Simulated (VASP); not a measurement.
A run of VASP 6.6.1:

POSCAR

```
MoSe2
1.0
    3.2880000000      0.0000000000      0.0000000000
   -1.6440000000      2.8474915276      0.0000000000
    0.0000000000      0.0000000000     12.9000000000
Mo Se
2 4
Direct
    0.6666666667      0.3333333333      0.7500000000
    0.3333333333      0.6666666667      0.2500000000
    0.6666666667      0.3333333333      0.3750000000
    0.3333333333      0.6666666667      0.8750000000
    0.6666666667      0.3333333333      0.1250000000
    0.3333333333      0.6666666667      0.6250000000
```

The input INCAR.step1:

```
SYSTEM = MoSe2
ALGO = Fast
EDIFF = 1E-6
ENCUT = 520
GGA = RP
ISIF = 2
ISMEAR = -1
LASPH = .True.
LCHARG = .True.
LMAXMIX = 4
LREAL = .False.
LWAVE = .False.
NELM = 100
PREC = Accurate
SIGMA = 0.05
```

KPOINTS.step1

```
k-points
0
Gamma
  9 9 2
  0 0 0
```

The input INCAR.step2:

```
SYSTEM = MoSe2
ALGO = Fast
EDIFF = 1E-6
ENCUT = 520
GGA = RP
ICHARG = 11
ISIF = 2
ISMEAR = 0
LASPH = .True.
LCHARG = .False.
LMAXMIX = 4
LREAL = .False.
LWAVE = .False.
NELM = 100
PREC = Accurate
SIGMA = 0.05
```

File KPOINTS.step2:

```
path GMKGALHA,LM,KH
15
line-mode
reciprocal
 0.0000000000  0.0000000000  0.0000000000  G
 0.5000000000  0.0000000000  0.0000000000  M

 0.5000000000  0.0000000000  0.0000000000  M
 0.3333333333  0.3333333333  0.0000000000  K

 0.3333333333  0.3333333333  0.0000000000  K
 0.0000000000  0.0000000000  0.0000000000  G

 0.0000000000  0.0000000000  0.0000000000  G
 0.0000000000  0.0000000000  0.5000000000  A

 0.0000000000  0.0000000000  0.5000000000  A
 0.5000000000  0.0000000000  0.5000000000  L

 0.5000000000  0.0000000000  0.5000000000  L
 0.3333333333  0.3333333333  0.5000000000  H

 0.3333333333  0.3333333333  0.5000000000  H
 0.0000000000  0.0000000000  0.5000000000  A

 0.5000000000  0.0000000000  0.5000000000  L
 0.5000000000  0.0000000000  0.0000000000  M

 0.3333333333  0.3333333333  0.0000000000  K
 0.3333333333  0.3333333333  0.5000000000  H
```

Potentials or basis: VASP PAW PBE potentials, release 64 (Mo_sv, Se).

Launch:

```sh
$ cat potpaw_PBE.64/Mo_sv/POTCAR potpaw_PBE.64/Se/POTCAR > POTCAR
$ cp INCAR.step1 INCAR
$ cp KPOINTS.step1 KPOINTS
$ mpirun -np 1 vasp_std > vasp.out
$ cp INCAR.step2 INCAR
$ cp KPOINTS.step2 KPOINTS
$ mpirun -np 1 vasp_std > vasp.out
```

Hardware: 1 thread of Intel(R) Xeon(R) 6975P-C (Granite Rapids), with other jobs on the host.

Q: How long does it take, and how much memory?

A: Wall time 2.9 min on 1 thread of Intel(R) Xeon(R) 6975P-C (Granite Rapids), on a shared host, peak memory 0.51 GiB. Counts: scf iterations 10, k points 135.
